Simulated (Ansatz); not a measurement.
A relaxation computed with Ansatz, from input to last step.

```yaml
crystal:
  lattice:
    - [5.8679031274, -2.055, 0.0]
    - [5.8679031274, 2.055, 0.0]
    - [-1.5994149714, 0.0, 4.3236525935]
  atoms:
    - { symbol: In, position: [0.884, 0.884, 0.005] }
    - { symbol: In, position: [0.116, 0.116, 0.995] }
    - { symbol: Se, position: [0.66, 0.66, 0.642] }
    - { symbol: Se, position: [0.34, 0.34, 0.358] }
basis:
  ecutwfc: 420
kpoints:
  mp_grid: { grid: [10, 10, 8] }
hamiltonian:
  xc: pbesol
  dispersion: d3bj
scf:
  occupations: { method: gaussian, width: 0.02 }
output:
  forces: true
  stress: true
  eigenvalues: true
relax:
  adjacent_minimum: "off"
  f_tol: 0.01
  max_steps: 40
```

```bash
ansatz run input.yaml --threads 1 --pin off --max-ram 2560MiB --backend cpu --events-out ev --progress --plain --runs-dir out
```

The calculation used DFT PBEsol+D3(BJ), scalar-relativistic, plane waves, PAW (Ansatz).

Of 7 frames 6 are shown, positions in Å and forces in eV/Å; the SCF threshold varies from step to step. The mark taken_back stands on steps that the optimiser undid.

```xyz
4
Lattice="5.8679 -2.0550 0.0000 5.8679 2.0550 0.0000 -1.5994 0.0000 4.3237" Properties=species:S:1:pos:R:3:forces:R:3 pbc="T T T" step=1 free_energy_over_end_meV_per_atom=24.63
In   10.3665    0.0000    0.0216   -0.1893    0.0000    0.5175
In   -0.2301    0.0000    4.3020    0.1893    0.0000   -0.5175
Se    6.7188    0.0000    2.7758   -0.6980    0.0000   -0.0173
Se    3.4176    0.0000    1.5479    0.6980    0.0000    0.0173
4
Lattice="5.8679 -2.0550 0.0000 5.8679 2.0550 0.0000 -1.5994 0.0000 4.3237" Properties=species:S:1:pos:R:3:forces:R:3 pbc="T T T" step=2 free_energy_over_end_meV_per_atom=27.52 taken_back
In   10.2894    0.0000    0.0640    0.7016    0.0000   -0.2787
In   -0.1530    0.0000    4.2597   -0.7016    0.0000    0.2787
Se    6.5289    0.0000    2.7923    0.5732    0.0000   -0.2187
Se    3.6075    0.0000    1.5314   -0.5732    0.0000    0.2187
4
Lattice="5.8679 -2.0550 0.0000 5.8679 2.0550 0.0000 -1.5994 0.0000 4.3237" Properties=species:S:1:pos:R:3:forces:R:3 pbc="T T T" step=3 free_energy_over_end_meV_per_atom=2.39
In   10.3401    0.0000    0.0632    0.1222    0.0000    0.0847
In   -0.2037    0.0000    4.2604   -0.1222    0.0000   -0.0847
Se    6.6275    0.0000    2.7921    0.0042    0.0000   -0.0966
Se    3.5089    0.0000    1.5315   -0.0042    0.0000    0.0966
4
Lattice="5.8679 -2.0550 0.0000 5.8679 2.0550 0.0000 -1.5994 0.0000 4.3237" Properties=species:S:1:pos:R:3:forces:R:3 pbc="T T T" step=4 free_energy_over_end_meV_per_atom=0.61
In   10.3453    0.0000    0.1188   -0.0473    0.0000    0.0391
In   -0.2089    0.0000    4.2048    0.0473    0.0000   -0.0391
Se    6.6620    0.0000    2.7560    0.0127    0.0000    0.1178
Se    3.4744    0.0000    1.5677   -0.0127    0.0000   -0.1178
4
Lattice="5.8679 -2.0550 0.0000 5.8679 2.0550 0.0000 -1.5994 0.0000 4.3237" Properties=species:S:1:pos:R:3:forces:R:3 pbc="T T T" step=5 free_energy_over_end_meV_per_atom=0.13
In   10.3501    0.0000    0.1457   -0.0044    0.0000   -0.0070
In   -0.2137    0.0000    4.1779    0.0044    0.0000    0.0070
Se    6.6796    0.0000    2.7764   -0.0215    0.0000   -0.0466
Se    3.4568    0.0000    1.5473    0.0215    0.0000    0.0466
4
Lattice="5.8679 -2.0550 0.0000 5.8679 2.0550 0.0000 -1.5994 0.0000 4.3237" Properties=species:S:1:pos:R:3:forces:R:3 pbc="T T T" step=7 free_energy_over_end_meV_per_atom=0.00
In   10.3473    0.0000    0.1369   -0.0003    0.0000    0.0005
In   -0.2109    0.0000    4.1867    0.0003    0.0000   -0.0005
Se    6.6719    0.0000    2.7702    0.0005    0.0000    0.0011
Se    3.4645    0.0000    1.5535   -0.0005    0.0000   -0.0011
```

The run took 5.2 min on 1 thread of AMD EPYC 7R43 64-Core Processor (Zen 3), with other jobs on the host, peak memory 0.87 GiB.